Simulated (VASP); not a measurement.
# Al2O3 (Pnnm) in VASP: further runs, part 3 of 3

VASP 6.6.1. Earlier steps stand in the parts before.

**4. Optical spectrum, PBE**

Contents of INCAR:

```
SYSTEM = Al2O3
ALGO = Normal
CSHIFT = 0.05
EDIFF = 1E-6
ENCUT = 520
GGA = PE
ISIF = 2
ISMEAR = 0
LASPH = .True.
LCHARG = .False.
LOPTICS = .True.
LREAL = .False.
LWAVE = .False.
NBANDS = 72
NEDOS = 1000
NELM = 60
PREC = Accurate
SIGMA = 0.02
```

Contents of KPOINTS:

```
k-points
0
Gamma
  5 3 7
  0 0 0
```

Contents of POSCAR:

```
Al2O3
1.0
    4.6137770000      0.0000000000      0.0000000000
    0.0000000000      9.5632790000      0.0000000000
    0.0000000000      0.0000000000      3.1198620000
Al O
4 6
Direct
    0.9829750000      0.8245730000      0.0000000000
    0.0170250000      0.1754270000      0.0000000000
    0.4829750000      0.6754270000      0.5000000000
    0.5170250000      0.3245730000      0.5000000000
    0.5000000000      0.5000000000      0.5000000000
    0.1236350000      0.7530500000      0.5000000000
    0.3763650000      0.2530500000      0.0000000000
    0.6236350000      0.7469500000      0.0000000000
    0.0000000000      0.0000000000      0.0000000000
    0.8763650000      0.2469500000      0.5000000000
```

Potentials or basis: VASP PAW PBE potentials, release 64 (Al, O).

Started as:

```sh
$ cat potpaw_PBE.64/Al/POTCAR potpaw_PBE.64/O/POTCAR > POTCAR
$ mpirun -np 1 vasp_std > vasp.out
```

OUTCAR:

```text
SYSTEM = Al2O3
   EDIFF = 1E-6
   ENCUT = 520
   GGA = PE
   ISIF = 2
   ISMEAR = 0
   LASPH = .True.
   LREAL = .False.
   NELM = 60
   PREC = Accurate

 ion  position               nearest neighbor table
   1  0.983  0.825  0.000-   9 1.68   8 1.82   6 1.82   6 1.82   3 3.13   3 3.13   3 3.13   3 3.13
                             2 3.36
   2  0.017  0.175  0.000-   9 1.68   7 1.82  10 1.82  10 1.82   4 3.13   4 3.13   4 3.13   4 3.13
                             1 3.36
   3  0.483  0.675  0.500-   5 1.68   6 1.82   8 1.82   8 1.82   1 3.13   1 3.13   1 3.13   1 3.13
                             4 3.36
   4  0.517  0.325  0.500-   5 1.68  10 1.82   7 1.82   7 1.82   2 3.13   2 3.13   2 3.13   2 3.13
                             3 3.36
   5  0.500  0.500  0.500-   3 1.68   4 1.68
   6  0.124  0.753  0.500-   3 1.82   1 1.82   1 1.82
   7  0.376  0.253  0.000-   2 1.82   4 1.82   4 1.82
   8  0.624  0.747  0.000-   1 1.82   3 1.82   3 1.82
   9  0.000  0.000  0.000-   1 1.68   2 1.68
  10  0.876  0.247  0.500-   4 1.82   2 1.82   2 1.82

  LATTYP: Found a simple orthorhombic cell.
 ALAT       =     3.1198620000
 B/A-ratio  =     1.4788400897
 C/A-ratio  =     3.0652891057

  Lattice vectors:

 A1 = (   0.0000000000,   0.0000000000,   3.1198620000)
 A2 = (   4.6137770000,   0.0000000000,   0.0000000000)
 A3 = (   0.0000000000,   9.5632790000,   0.0000000000)

Analysis of symmetry for initial positions (statically):
=====================================================================
 Subroutine PRICEL returns:
 Original cell was already a primitive cell.

 Routine SETGRP: Setting up the symmetry group for a
 simple orthorhombic supercell.

 Subroutine GETGRP returns: Found  8 space group operations
 (whereof  4 operations were pure point group operations)
 out of a pool of  8 trial point group operations.

The static configuration has the point symmetry C_2h.
 The point group associated with its full space group is D_2h.

Analysis of symmetry for dynamics (positions and initial velocities):
=====================================================================
 Subroutine PRICEL returns:
 Original cell was already a primitive cell.

[... 179 lines left out ...]

 k-point     1 :       0.0000    0.0000    0.0000
  band No.  band energies     occupation
      1     -17.0818      2.00000
      2     -17.0092      2.00000
      3     -15.7621      2.00000
      4     -15.7361      2.00000
      5     -14.4636      2.00000
      6     -14.3502      2.00000
[... 925 lines left out ...]
     35      12.6943      0.00000
     36      12.7584      0.00000
 [bands above 36 left out]

------------------------ aborting loop because EDIFF is reached ----------------------------------------

  FORCE on cell =-STRESS in cart. coord.  units (eV):
  Direction    XX          YY          ZZ          XY          YZ          ZX
  --------------------------------------------------------------------------------------
  -------------------------------------------------------------------------------------
  Total        0.9969238      1.5647384     -2.6831362      0.0000000      0.0000000      0.0000000
  in kB       11.6030922     18.2118272    -31.2287420      0.0000000      0.0000000      0.0000000
  external PRESSURE =      -0.4712742 kB  Pullay stress =       0.0000000 kB

 VOLUME and BASIS-vectors are now :
 -----------------------------------------------------------------------------
  energy-cutoff  :      520.00
  volume of cell :      137.66
      direct lattice vectors                 reciprocal lattice vectors
     4.613777000  0.000000000  0.000000000     0.216742162  0.000000000  0.000000000
     0.000000000  9.563279000  0.000000000     0.000000000  0.104566645  0.000000000
     0.000000000  0.000000000  3.119862000     0.000000000  0.000000000  0.320526998

 POSITION                                       TOTAL-FORCE (eV/Angst)
 -----------------------------------------------------------------------------------
      4.53523      7.88562      0.00000        -0.054302     -0.052939      0.000000
      0.07855      1.67766      0.00000         0.054302      0.052939      0.000000
      2.22834      6.45930      1.55993        -0.054302      0.052939      0.000000
      2.38544      3.10398      1.55993         0.054302     -0.052939      0.000000
      2.30689      4.78164      1.55993        -0.000000      0.000000      0.000000
      0.57042      7.20163      1.55993         0.156896     -0.108185      0.000000
      1.73646      2.41999      0.00000        -0.156896     -0.108185      0.000000
      2.87731      7.14329      0.00000         0.156896      0.108185      0.000000
      0.00000      0.00000      0.00000        -0.000000      0.000000      0.000000
      4.04335      2.36165      1.55993        -0.156896      0.108185      0.000000
 -----------------------------------------------------------------------------------
    total drift:                                0.000000     -0.000000     -0.000000

  FREE ENERGIE OF THE ION-ELECTRON SYSTEM (eV)
  ---------------------------------------------------
  free  energy   TOTEN  =       -73.8532089487 eV

  energy  without entropy=      -73.8532089487  energy(sigma->0) =      -73.85320895

 electrical conductivity sigma (Mega S m-1) (frequency dependency in vasprun.xml)
  --------------------------------------------------------------------------------------
       0.000       0.000       0.000
       0.000       0.000       0.000
       0.000       0.000       0.000

  frequency dependent IMAGINARY DIELECTRIC FUNCTION (independent particle, no local field effects) density-density
     E(ev)      X         Y         Z        XY        YZ        ZX
  --------------------------------------------------------------------------------------------------------------
     0.00000    -0.00000    -0.00000     0.00000     0.00000     0.00000     0.00000
     0.54865     0.00000     0.00000     0.00000    -0.00000     0.00000     0.00000
     1.09730     0.00000     0.00000     0.00000    -0.00000     0.00000     0.00000
     1.64596     0.00000     0.00000     0.00000    -0.00000     0.00000     0.00000
     2.19461     0.00000     0.00000     0.00000    -0.00000     0.00000     0.00000
     2.74326     0.00000     0.00000     0.00000    -0.00000     0.00000     0.00000
[... 92 lines left out ...]
    53.76791     0.00000     0.00000     0.00000    -0.00000     0.00000     0.00000
    54.31656     0.00000     0.00000     0.00000    -0.00000     0.00000     0.00000

  frequency dependent      REAL DIELECTRIC FUNCTION (independent particle, no local field effects) density-density
     E(ev)        X           Y           Z          XY          YZ          ZX
  --------------------------------------------------------------------------------------------------------------
     0.00000     2.52016     2.52542     2.61932     0.00000     0.00000     0.00000
     0.54865     2.52480     2.52991     2.62489     0.00000     0.00000     0.00000
     1.09730     2.53899     2.54364     2.64212     0.00000     0.00000     0.00000
     1.64596     2.56367     2.56738     2.67285     0.00000     0.00000     0.00000
     2.19461     2.60063     2.60260     2.72129     0.00000     0.00000     0.00000
     2.74326     2.65307     2.65181     2.79848     0.00000     0.00000     0.00000
[... 92 lines left out ...]
    53.76791     0.89470     0.89393     0.89275    -0.00000     0.00000     0.00000
    54.31656     0.89713     0.89638     0.89523    -0.00000     0.00000     0.00000

  frequency dependent IMAGINARY DIELECTRIC FUNCTION (independent particle, no local field effects) current-current
     E(ev)      X         Y         Z        XY        YZ        ZX
  --------------------------------------------------------------------------------------------------------------
     0.00000     0.00000     0.00000     0.00000     0.00000     0.00000     0.00000
     0.54865     0.00000     0.00000     0.00000     0.00000     0.00000     0.00000
     1.09730     0.00000     0.00000     0.00000     0.00000     0.00000     0.00000
     1.64596     0.00000     0.00000     0.00000     0.00000     0.00000     0.00000
     2.19461     0.00000     0.00000     0.00000     0.00000     0.00000     0.00000
     2.74326    -0.00000     0.00000     0.00000     0.00000     0.00000     0.00000
[... 92 lines left out ...]
    53.76791    -0.00000     0.00000    -0.00000     0.00000     0.00000     0.00000
    54.31656    -0.00000     0.00000    -0.00000     0.00000     0.00000     0.00000

  frequency dependent      REAL DIELECTRIC FUNCTION (independent particle, no local field effects) current-current
     E(ev)        X           Y           Z          XY          YZ          ZX
  --------------------------------------------------------------------------------------------------------------
     0.00000     2.52012     2.52533     2.61915     0.00000     0.00000     0.00000
     0.54865     2.52471     2.52978     2.62466     0.00000     0.00000     0.00000
     1.09730     2.53891     2.54350     2.64189     0.00000     0.00000     0.00000
     1.64596     2.56358     2.56724     2.67259     0.00000     0.00000     0.00000
     2.19461     2.60053     2.60245     2.72101     0.00000     0.00000     0.00000
     2.74326     2.65296     2.65165     2.79812     0.00000     0.00000     0.00000
[... 92 lines left out ...]
    53.76791     0.89470     0.89393     0.89275    -0.00000     0.00000     0.00000
    54.31656     0.89713     0.89638     0.89523    -0.00000     0.00000     0.00000
```

Run time: 2.7 min. Hardware: 1 thread of Intel Xeon Platinum 8488C (Sapphire Rapids), shared host; peak memory 0.45 GiB.

What came out:

- Free energy: -73.8532 eV
- Pressure: 0.0 GPa
- Largest force: 0.191 eV/Å
- Band gap on the k mesh: 3.51 eV, direct

Forces on the atoms (eV/Å):
```
Al  -0.054 -0.053  0.000
Al   0.054  0.053  0.000
Al  -0.054  0.053  0.000
Al   0.054 -0.053  0.000
O    0.000  0.000  0.000
O    0.157 -0.108  0.000
O   -0.157 -0.108  0.000
O    0.157  0.108  0.000
O    0.000  0.000  0.000
O   -0.157  0.108  0.000
```

Dielectric function (mean over the directions given):
```
energy (eV)  real part  imaginary part
       0.27       2.56            0.00
       1.26       2.58            0.00
       2.30       2.65            0.00
       3.35       2.82            0.00
       4.39       2.99            0.61
       5.43       3.07            0.40
       6.47       3.46            0.20
       7.52       3.56            1.72
       8.56       2.84            1.83
       9.60       2.11            1.31
      10.59       3.01            3.24
      11.63       1.57            2.09
      12.67       1.46            2.53
      13.72       1.26            2.59
      14.76       0.94            2.55
      15.80       0.14            1.78
      16.84      -0.35            1.43
      17.89      -0.20            1.13
      18.93       0.02            0.75
      19.97       0.19            0.56
```

Caveat: spectra need much finer meshes, so this one isn't converged; independent-particle spectra lack excitons; an odd mesh through Γ misses points on the zone boundary, where band edges often lie.

**5. Density of states, PBE**

POSCAR is that of step 4.

Contents of INCAR.step1:

```
  ALGO = Fast
  EDIFF = 1E-7
  ENCUT = 520
  GGA = PE
  ISIF = 2
  ISMEAR = 0
  LASPH = True
  LCHARG = True
  LREAL = False
  LWAVE = False
  NBANDS = 35
  NELM = 100
  PREC = Accurate
  SIGMA = 0.02
```

Contents of KPOINTS.step1:

```
k-points
0
Gamma
  5 3 7
```

Contents of INCAR.step2:

```
  ALGO = Fast
  EDIFF = 1E-7
  ENCUT = 520
  GGA = PE
  ICHARG = 11
  ISIF = 2
  ISMEAR = -5
  LASPH = True
  LCHARG = False
  LORBIT = 11
  LREAL = False
  LWAVE = False
  NBANDS = 35
  NEDOS = 1001
  NELM = 100
  PREC = Accurate
  SIGMA = 0.02
```

Contents of KPOINTS.step2:

```
k-points
0
Gamma
  8 5 11
```

Started as:

```sh
$ cat potpaw_PBE.64/Al/POTCAR potpaw_PBE.64/O/POTCAR > POTCAR
$ cp INCAR.step1 INCAR
$ cp KPOINTS.step1 KPOINTS
$ mpirun -np 1 vasp_std > vasp.out
$ cp INCAR.step2 INCAR
$ cp KPOINTS.step2 KPOINTS
$ mpirun -np 1 vasp_std > vasp.out
```

It took 5.1 min on 1 thread of Intel Xeon Platinum 8488C (Sapphire Rapids), shared host; peak memory 0.43 GiB.

It converged, with:

```
Valence electrons inside the program's atomic spheres : Al 0.78; O 5.17
```

Levels at points of the mesh, in eV from the valence-band top:
| k point | band 22 | band 23 | band 24 | band 25 | band 26 | band 27 |
| --- | --- | --- | --- | --- | --- | --- |
| (0.00, 0.00, 0.00) | -0.53 | -0.06 | 0.00 | 3.51 | 5.05 | 6.14 |
| (0.50, 0.00, 0.00) | -0.88 | -0.02 | -0.02 | 6.00 | 6.00 | 6.52 |

States per cell in windows of 0.5 eV (zero at the valence-band top; states under -8 eV left out):
```
from (eV)  total  O6_p  O7_p  O8_p  O10_p  O5_p  O9_p
     -8.0   0.00  0.00  0.00  0.00   0.00  0.00  0.00
     -7.5   0.00  0.00  0.00  0.00   0.00  0.00  0.00
     -7.0   0.64  0.07  0.07  0.07   0.07  0.02  0.02
     -6.5   2.77  0.30  0.30  0.30   0.30  0.07  0.07
     -6.0   2.07  0.23  0.23  0.23   0.23  0.05  0.05
     -5.5   1.19  0.14  0.14  0.14   0.14  0.03  0.03
     -5.0   2.22  0.25  0.25  0.25   0.25  0.11  0.11
     -4.5   3.13  0.39  0.39  0.39   0.39  0.14  0.14
     -4.0   4.41  0.57  0.57  0.57   0.57  0.20  0.20
     -3.5   4.18  0.49  0.49  0.49   0.49  0.37  0.37
     -3.0   2.13  0.24  0.24  0.24   0.24  0.18  0.18
     -2.5   3.97  0.53  0.53  0.53   0.53  0.24  0.24
     -2.0   1.55  0.23  0.23  0.23   0.23  0.06  0.06
     -1.5   1.50  0.07  0.07  0.07   0.07  0.34  0.34
     -1.0   4.86  0.15  0.15  0.15   0.15  1.28  1.28
     -0.5   1.86  0.02  0.02  0.02   0.02  0.59  0.59
      0.0   0.00  0.00  0.00  0.00   0.00  0.00  0.00
      0.5   0.00  0.00  0.00  0.00   0.00  0.00  0.00
      1.0   0.00  0.00  0.00  0.00   0.00  0.00  0.00
      1.5   0.00  0.00  0.00  0.00   0.00  0.00  0.00
      2.0   0.00  0.00  0.00  0.00   0.00  0.00  0.00
      2.5   0.00  0.00  0.00  0.00   0.00  0.00  0.00
      3.0   0.00  0.00  0.00  0.00   0.00  0.00  0.00
      3.5   0.05  0.00  0.00  0.00   0.00  0.00  0.00
      4.0   0.16  0.00  0.00  0.00   0.00  0.00  0.00
      4.5   0.29  0.00  0.00  0.00   0.00  0.01  0.01
      5.0   0.42  0.01  0.01  0.01   0.01  0.01  0.01
      5.5   0.59  0.01  0.01  0.01   0.01  0.02  0.02
      6.0   0.80  0.02  0.02  0.02   0.02  0.02  0.02
      6.5   1.58  0.04  0.04  0.04   0.04  0.04  0.04
      7.0   2.11  0.05  0.05  0.05   0.05  0.04  0.04
      7.5   1.61  0.05  0.05  0.05   0.05  0.03  0.03
```

**6. Summary**

```tsv
task	level	k mesh	smearing	k mesh for the DOS	occupations for the DOS	gap on the mesh (eV)	pressure (GPa)	largest force (eV/Å)
band structure	LAK	6 × 3 × 9	fermi-dirac 0.05 eV	-	-	4.01	-3.4	0.23
dielectric tensor	PBE	5 × 3 × 7	gaussian 0.02 eV	-	-	3.51	-	-
optical spectrum	PBE	5 × 3 × 7	gaussian 0.02 eV	-	-	3.51	0.0	0.19
density of states	PBE	5 × 3 × 7	gaussian 0.02 eV	8 × 5 × 11	tetrahedron	-	-	-
```

Alike in all rows: potentials or basis VASP PAW PBE potentials, release 64 (Al, O); no spin polarisation; cell as given; cutoff (eV) 520.

On the cell as given the gap runs from 3.51 eV (PBE) to 4.01 eV (LAK); the meshes differ, which moves gaps too.

Caveats: an odd mesh through Γ misses points on the zone boundary, where band edges often lie (some runs); the PAW data sets were made with another functional, which shifts forces and pressure a little (some runs); spectra need much finer meshes, so this one isn't converged (some runs); independent-particle spectra lack excitons (some runs).

Absolute energies hang on the potentials; compare differences alone.
